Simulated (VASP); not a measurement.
# BP (F-43m) in VASP: further runs, part 2 of 2

VASP 6.6.1. The steps go on from the part before.

## Step 3: G0W0 quasiparticle levels, PBE

POSCAR reads:

```
BP
1.0
    0.0000000000      2.2690000000      2.2690000000
    2.2690000000      0.0000000000      2.2690000000
    2.2690000000      2.2690000000      0.0000000000
P B
1 1
Direct
    0.7500000000      0.7500000000      0.7500000000
    0.0000000000      0.0000000000      0.0000000000
```

INCAR.step1 reads:

```
PREC = Accurate
ENCUT = 450
EDIFF = 1E-8
ISMEAR = 0
SIGMA = 0.01
LREAL = F
LASPH = T
NELM = 100
ALGO = Fast
LWAVE = T
LCHARG = F
GGA = PE
```

INCAR.step2 reads:

```
PREC = Accurate
ENCUT = 450
EDIFF = 1E-8
ISMEAR = 0
SIGMA = 0.01
LREAL = F
LASPH = T
NELM = 1
ALGO = Exact
LWAVE = T
LCHARG = F
GGA = PE
NBANDS = 144
LOPTICS = T
ISTART = 1
```

INCAR.step3 reads:

```
PREC = Accurate
ENCUT = 450
EDIFF = 1E-8
ISMEAR = 0
SIGMA = 0.01
LREAL = F
LASPH = T
ALGO = EVGW0
LWAVE = F
LCHARG = F
GGA = PE
NELMGW = 1
NBANDS = 144
ENCUTGW = 75
NOMEGA = 48
PRECFOCK = Fast
ISTART = 1
NBANDSGW = 12
```

KPOINTS reads:

```
regular mesh
0
Gamma
  3 3 3
```

Potentials or basis: VASP PAW PBE potentials, release 64 (P_GW, B_GW).

Launch:

```sh
$ cat potpaw_PBE.64/P_GW/POTCAR potpaw_PBE.64/B_GW/POTCAR > POTCAR
$ cp INCAR.step1 INCAR
$ mpirun -np 1 vasp_std > vasp.out
$ cp INCAR.step2 INCAR
$ mpirun -np 1 vasp_std > vasp.out
$ cp INCAR.step3 INCAR
$ mpirun -np 1 vasp_std > vasp.out
```

OUTCAR:

```text
PREC = Accurate
   ENCUT = 450
   EDIFF = 1E-8
   ISMEAR = 0
   LREAL = F
   LASPH = T
   GGA = PE
   NELMGW = 1
   ENCUTGW = 75
   PRECFOCK = Fast
   ISTART = 1

 Found      4 irreducible k-points:

 Following reciprocal coordinates:
            Coordinates               Weight
  0.000000  0.000000  0.000000      1.000000
  0.333333  0.000000  0.000000      8.000000
  0.333333  0.333333  0.000000      6.000000
 -0.333333  0.333333  0.000000     12.000000
   k-points           NKPTS =      4   k-points in BZ     NKDIM =     27   number of bands    NBANDS=    144
   number of dos      NEDOS =    301   number of ions     NIONS =      2
   total plane-waves  NPLWV =  13824
   dimension x,y,z NGX =    24 NGY =   24 NGZ =   24
   dimension x,y,z NGXF=    48 NGYF=   48 NGZF=   48
   ions per type =               1   1
   NGX,Y,Z   is equivalent  to a cutoff of  12.43, 12.43, 12.43 a.u.
   NGXF,Y,Z  is equivalent  to a cutoff of  24.87, 24.87, 24.87 a.u.
 SYSTEM =  unknown system
   PREC   = accura    normal or accurate (medium, high low for compatibility)
   ISTART =      1    job   : 0-new  1-cont  2-samecut
   ICHARG =      0    charge: 1-file 2-atom 10-const
   ISPIN  =      1    spin polarized calculation?
   LNONCOLLINEAR =      F non collinear calculations
   LSORBIT =      F    spin-orbit coupling
   LASPH  =      T    aspherical Exc in radial PAW
   ENCUT  =  450.0 eV  33.07 Ry    5.75 a.u.   5.55  5.55  5.55*2*pi/ulx,y,z
   NELM   =     60;   NELMIN=  2; NELMDL=  0     # of ELM steps
   EDIFF  = 0.1E-07   stopping-criterion for ELM
   LREAL  =      F    real-space projection
   EDIFFG = 0.1E-06   stopping-criterion for IOM
   NSW    =      0    number of steps for IOM
   IBRION =     -1    ionic relax: 0-MD 1-quasi-New 2-CG
   NFREE  =      0    steps in history (QN), initial steepest desc. (CG)
   ISIF   =      0    stress and relaxation
   ISYM   =      3    0-nonsym 1-usesym 2-fastsym
   POTIM  = 0.5000    time-step for ionic-motion
   TEBEG  =    0.0;   TEEND  =   0.0 temperature during run
   PSTRESS=    0.0 pullay stress
   NELECT =       8.0000    total number of electrons
   NUPDOWN=      -1.0000    fix difference up-down
   EMIN   =  10.00;   EMAX   =-10.00  energy-range for DOS
   EFERMI =   0.00;   METHOD = LEGACY
   ISMEAR =     0;   SIGMA  =   0.01  broadening in eV -4-tet -1-fermi 0-gaus
   EFERMI_NEDOS =   21; number of points for ismear=-14 and -15
   IALGO  =     38    algorithm
   IMIX   =      4    mixing-type and parameters
     AMIX     =   0.40;   BMIX     =  1.00
     AMIX_MAG =   1.60;   BMIX_MAG =  1.00
  volume/ion in A,a.u.               =      11.68        78.83
  Fermi-wavevector in a.u.,A,eV,Ry     =   1.145320  2.164342 17.847562  1.311759
  Thomas-Fermi vector in A             =   2.282009
   LORBIT       =      0    0 simple, 1 ext, 2 COOP (PROOUT), +10 PAW based schemes
   GGA     = PE    functional components
   LHFCALC =     T    Hartree Fock is set to
   PRECFOCK=fast      Normal, Fast or Accurate (Low or Medium for compatibility)
   ENCUT4O =  -1.0   cutoff for four orbital integrals eV
   NKREDX  =     1    reduce k-point grid by
   NKREDY  =     1    reduce k-point grid by
   NKREDZ  =     1    reduce k-point grid by
   AEXX    =    1.0000 exact exchange contribution
   HFSCREEN=    0.0000 screening length (either q_TF or 0.3 A-1)
   HFSCREENC=   0.0000 screening length for correlation (either q_TF or 0.3 A-1)
   ENCUTFOCK=  -1.0 apply spherical cutoff to Coloumb kernel
   IVDW    =     0    specifies the selected vdW correction
   LEPSILON=     F    determine dielectric tensor
   LRPA    =     F    only Hartree local field effects (RPA)
   LRPAFORCE           =     F    calculate RPA forces
   ENCUTGW             =  75.0    cutoff for response function in eV
   ENCUTGWSOFT         =  60.0    soft cutoff for Coulomb kernel in GW response function in eV
   ENCUTLF             =  -1.0    cutoff for local field effects
   NELMGW              =     1    number of iterations in solving QP/BSE equation
   NELMHF              =     1    number of iterations in the inner HF iteration
   NKREDLFX            =     1    NKREDLFY  =   1   NKREDLFZ  =   1
 non-spin polarized calculation
 Gauss-broadening in eV      SIGMA  =   0.01
  energy-cutoff  :      450.00
  volume of cell :       23.36
 maximum number of plane-waves:       531
 NGX is ok and might be reduce to    24
  NGX = 14; NGY = 14; NGZ = 14
   NGX = 11   NGY = 11   NGZ = 11
 maximum number of plane-waves:        39
 NGX is ok and might be reduce to    10

 QP shifts <psi_nk| G(iteration)W_0 |psi_nk>: iteration 1
 for sc-GW calculations column KS-energies equals QP-energies in previous step
 and V_xc(KS)=  KS-energies - (<T + V_ion + V_H > + <T+V_H+V_ion>^1  + <V_x>^1)

 k-point   1 :       0.0000    0.0000    0.0000
  band No.  KS-energies  QP-energies   sigma(KS)   V_xc(KS)     V^pw_x(r,r')   Z            occupation Imag(sigma)

      1      -8.2562      -8.8758     -12.8955     -12.0443     -20.4104       0.7280       2.0000       1.4860
      2       7.2423       7.0040     -13.6341     -13.3323     -15.6940       0.7898       2.0000       0.1007
      3       7.2423       7.0040     -13.6341     -13.3323     -15.6940       0.7898       2.0000       0.1007
      4       7.2423       7.0040     -13.6341     -13.3323     -15.6940       0.7898       2.0000       0.1007
      5      10.5996      11.0803     -11.4408     -12.0587      -6.6990       0.7780       0.0000      -0.0920
      6      10.5996      11.0803     -11.4408     -12.0587      -6.6990       0.7780       0.0000      -0.0920
      7      10.5996      11.0803     -11.4408     -12.0587      -6.6990       0.7780       0.0000      -0.0920
      8      14.6211      15.1910     -12.0006     -12.7388      -5.8616       0.7721       0.0000      -0.2337
      9      18.7364      18.5820      -9.5421      -9.3455      -3.2088       0.7853       0.0000      -0.3934
     10      19.2002      19.7936     -10.9790     -11.7529      -4.8887       0.7668       0.0000      -0.2458
     11      19.2002      19.7936     -10.9790     -11.7529      -4.8887       0.7668       0.0000      -0.2458
     12      22.8563      22.9346      -9.7679      -9.8669      -2.7229       0.7907       0.0000      -0.7631

 k-point   2 :       0.3333    0.0000    0.0000
  band No.  KS-energies  QP-energies   sigma(KS)   V_xc(KS)     V^pw_x(r,r')   Z            occupation Imag(sigma)

      1      -6.3381      -6.9232     -13.0558     -12.2494     -19.8743       0.7257       2.0000       1.1105
      2       0.4812      -0.0477     -12.8973     -12.1915     -16.7983       0.7494       2.0000       0.2891
      3       5.7643       5.4489     -13.4606     -13.0562     -15.8315       0.7798       2.0000       0.1131
      4       5.7643       5.4489     -13.4606     -13.0562     -15.8315       0.7798       2.0000       0.1131
      5      11.1127      11.5276     -11.5521     -12.0845      -6.5521       0.7794       0.0000      -0.1039
      6      12.0497      12.5355     -11.2080     -11.8323      -6.1150       0.7783       0.0000      -0.1130
      7      12.0497      12.5355     -11.2080     -11.8323      -6.1150       0.7783       0.0000      -0.1130
      8      17.3386      17.6180     -10.6012     -10.9706      -3.9912       0.7564       0.0000      -0.3354
      9      19.0046      19.4637     -10.8436     -11.4359      -4.5850       0.7750       0.0000      -0.3486
     10      19.0046      19.4637     -10.8436     -11.4359      -4.5850       0.7750       0.0000      -0.3486
     11      20.6568      20.7927     -10.3254     -10.5014      -3.6857       0.7720       0.0000      -0.4593
     12      24.9945      25.3179     -10.8671     -11.2976      -3.3551       0.7513       0.0000      -0.7660

 k-point   3 :       0.3333    0.3333    0.0000
  band No.  KS-energies  QP-energies   sigma(KS)   V_xc(KS)     V^pw_x(r,r')   Z            occupation Imag(sigma)

      1      -5.6621      -6.2763     -13.1038     -12.2893     -19.6316       0.7542       2.0000       1.0122
      2       1.6264       1.1523     -13.5245     -12.9007     -17.2483       0.7601       2.0000       0.2553
      3       3.7285       3.2985     -13.1310     -12.5712     -16.0353       0.7681       2.0000       0.1431
      4       3.7285       3.2985     -13.1310     -12.5712     -16.0353       0.7681       2.0000       0.1431
      5       8.5793       8.8137     -10.7604     -11.0563      -6.2808       0.7922       0.0000      -0.0818
      6      10.4955      10.6858     -10.2176     -10.4579      -5.2513       0.7919       0.0000      -0.0988
      7      16.8164      17.5273     -11.8277     -12.7487      -5.5689       0.7718       0.0000      -0.2904
      8      16.8164      17.5273     -11.8277     -12.7487      -5.5689       0.7718       0.0000      -0.2904
      9      20.8930      21.4938     -11.8534     -12.6458      -4.7080       0.7583       0.0000      -0.5256
     10      21.8821      22.5112     -11.0980     -11.9044      -4.3625       0.7802       0.0000      -0.5077
     11      24.4353      24.7540     -10.8120     -11.2334      -3.5072       0.7563       0.0000      -0.7103
     12      26.9735      27.4943     -11.3470     -12.0371      -3.5594       0.7547       0.0000      -1.0730

 k-point   4 :      -0.3333    0.3333    0.0000
  band No.  KS-energies  QP-energies   sigma(KS)   V_xc(KS)     V^pw_x(r,r')   Z            occupation Imag(sigma)

      1      -3.8247      -4.3225     -13.3883     -12.7142     -19.3027       0.7384       2.0000       0.7485
      2      -0.6121      -1.2036     -13.3034     -12.5124     -17.8964       0.7478       2.0000       0.4183
      3       0.8718       0.3002     -12.3779     -11.6314     -15.7545       0.7656       2.0000       0.2264
      4       4.1665       3.7568     -13.2252     -12.6946     -16.0028       0.7722       2.0000       0.1369
      5       9.8351      10.0855     -10.5930     -10.9091      -5.8143       0.7922       0.0000      -0.0936
      6      15.4335      15.8514     -11.0534     -11.5956      -5.2861       0.7708       0.0000      -0.2055
      7      15.7422      16.3917     -11.4976     -12.3392      -5.3371       0.7718       0.0000      -0.2643
      8      16.9754      17.5636     -11.7129     -12.4876      -5.3046       0.7593       0.0000      -0.3052
      9      17.6280      18.1756     -11.4223     -12.1376      -5.1107       0.7655       0.0000      -0.3004
     10      18.8698      19.3138     -10.7988     -11.3649      -4.7725       0.7844       0.0000      -0.3277
     11      25.9044      26.3908     -11.4232     -12.0790      -3.4867       0.7416       0.0000      -0.8760
     12      27.2862      27.3688     -10.0429     -10.1504      -2.6179       0.7679       0.0000      -0.9363
```

It took 12 s on 1 thread of Intel Xeon Platinum 8488C (Sapphire Rapids), shared host; peak memory 0.16 GiB.

The run converged, but some of its settings lie outside the range that counts as converged, so its numbers aren't taken as properties of the crystal.

What came out:

```
Band gap on the k mesh, mean-field level : 1.34 eV, indirect (least direct gap 3.36 eV)
Quasiparticle gap                        : 1.81 eV
Least direct quasiparticle gap           : 4.08 eV
```

Caveat: the k mesh is coarse (spacing up to 0.80 Å⁻¹), so the values aren't converged; bands, screening cutoff and mesh are small and nothing is extrapolated, so the quasiparticle values aren't converged; an odd mesh through Γ misses points on the zone boundary, where band edges often lie.

## Step 4: The reference run

An earlier run on the cell as given: functional PBEsol; potentials or basis VASP PAW PBE potentials, release 64 (P, B); cutoff 520 eV; k mesh 10 × 10 × 10; occupations fermi-dirac, width 0.05 eV; no spin polarisation.

* Pressure: -1.9 GPa
* Band gap on the k mesh: 1.13 eV, indirect (least direct gap 3.36 eV)
